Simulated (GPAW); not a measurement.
HfO2: band structure with vdW-DF

HfO2:

```
CELL_PARAMETERS angstrom
0.00000 2.55750 2.55750
2.55750 0.00000 2.55750
2.55750 2.55750 0.00000
ATOMIC_POSITIONS crystal
Hf 0.00000 0.00000 0.00000
O 0.75000 0.75000 0.75000
O 0.25000 0.25000 0.25000
```

Measurements of this composition are mostly on another form, of space group No. 14.

```yaml
Program: GPAW 26.7.0
Task: band structure
Functional: vdW-DF
Potentials_or_basis: GPAW PAW data sets (gpaw-data 1.2.1)
Cutoff: 800 eV
Basis: pw
k_mesh: 7 × 7 × 7
Occupations: fermi-dirac, width 0.05 eV
Spin: spin-orbit coupling, no magnetisation
Maxiter: 150
Band_path: GXWKGLUWLK,UX
Band_points: 100
spin_axis_theta_degrees: 0
spin_axis_phi_degrees: 0
Soc_after_scf: second variation
```

```
Band gap on the k mesh  : 3.98 eV, indirect (least direct gap 4.18 eV)
Band gap along the path : 3.86 eV, direct
```

Levels at the corners of the path, in eV from the valence-band top:
```tsv
point	band 20	band 21	band 22	band 23	band 24	band 25	band 26	band 27	band 28	band 29
Γ	-0.71	-0.53	-0.53	-0.53	-0.53	3.90	3.90	3.90	3.90	5.98
X	-1.51	-1.45	-1.45	0.00	0.00	3.86	3.86	5.29	5.29	6.50
W	-2.35	-1.34	-1.34	-0.20	-0.20	4.77	4.77	5.02	5.02	6.81
K	-2.15	-1.26	-1.26	-0.32	-0.32	4.32	4.32	5.26	5.26	6.75
Γ	-0.71	-0.53	-0.53	-0.53	-0.53	3.90	3.90	3.90	3.90	5.98
L	-2.64	-1.86	-1.86	-1.61	-1.61	4.40	4.40	4.66	4.66	6.78
U	-2.15	-1.26	-1.26	-0.32	-0.32	4.32	4.32	5.26	5.26	6.75
W	-2.35	-1.34	-1.34	-0.20	-0.20	4.77	4.77	5.02	5.02	6.81
L	-2.64	-1.86	-1.86	-1.61	-1.61	4.40	4.40	4.66	4.66	6.78
K	-2.15	-1.26	-1.26	-0.32	-0.32	4.32	4.32	5.26	5.26	6.75
U	-2.15	-1.26	-1.26	-0.32	-0.32	4.32	4.32	5.26	5.26	6.75
X	-1.51	-1.45	-1.45	0.00	0.00	3.86	3.86	5.29	5.29	6.50
```

Run time: 47 s on 1 thread of Intel(R) Xeon(R) Platinum 8488C (Sapphire Rapids), on a shared host, peak memory 0.41 GiB.

Caveat: spin-orbit coupling was added after a scalar SCF, so levels and gaps hold it while energy, forces, pressure and moments don't; this program's spin-orbit splittings come out too wide for heavy elements; the mesh misses the band edges, which the band path finds closer together.
